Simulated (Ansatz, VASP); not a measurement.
# Ag in VASP and in Ansatz

Contents of INCAR:

```
SYSTEM = Ag
PREC = Accurate ; ENCUT = 520
EDIFF = 1E-6 ; ISMEAR = 1
SIGMA = 0.03 ; LREAL = .FALSE.
LASPH = .TRUE. ; NELM = 80
ALGO = Normal ; ISIF = 2
LWAVE = .FALSE. ; LCHARG = .FALSE.
GGA = PE ; NBANDS = 12
```

File KPOINTS:

```
Automatic mesh
0
G
  13 13 13
  0 0 0
```

POSCAR

```
Ag
1.0
    0.0000000000      2.0734381516      2.0734381516
    2.0734381516      0.0000000000      2.0734381516
    2.0734381516      2.0734381516      0.0000000000
Ag
1
Direct
    0.0000000000      0.0000000000      0.0000000000
```

Input for Ansatz:

```yaml
crystal:
  lattice:
    - [0.0, 2.0734381516, 2.0734381516]
    - [2.0734381516, 0.0, 2.0734381516]
    - [2.0734381516, 2.0734381516, 0.0]
  atoms:
    - { symbol: Ag, position: [0.0, 0.0, 0.0] }
hamiltonian:
  xc: pbe
  pseudopotentials:
    kind: paw
    azcp:
      Ag: "pseudopotentials/Ag.paw.azcp"
basis:
  ecutwfc: 420
  fft_grid_basis: typed
kpoints:
  mp_grid: { grid: [13, 13, 13], shift: [0, 0, 0] }
magnetization:
  spin_polarized: false
scf:
  occupations: { method: methfessel_paxton, width: 0.03 }
  lower_state_search: "off"
output:
  stress: true
  write_density: true
  write_potential: true
  elf: true
  volumetric_format: npy
```

Alike in both runs: task single point; functional PBE; k mesh 13 × 13 × 13; occupations methfessel-paxton of order 1, width 0.03 eV; no spin polarisation.

|  | VASP | Ansatz |
| --- | --- | --- |
| version | VASP 6.6.1 | Ansatz 0.2.0 |
| potentials or method | VASP PAW PBE potentials, release 64 (Ag) | plane waves (420 eV) with PAW, scalar-relativistic |
| plane-wave cutoff (eV) | 520 | 420 |
| valence electrons in the cell | 11 | 19 |

VASP gave:

| Property | Result |
| --- | --- |
| pressure (GPa) | -0.3 |

Question: Which values does Ansatz return?

Answer: Pressure (GPa): -0.2.

The two sets of potentials don't hold the same shells in valence.
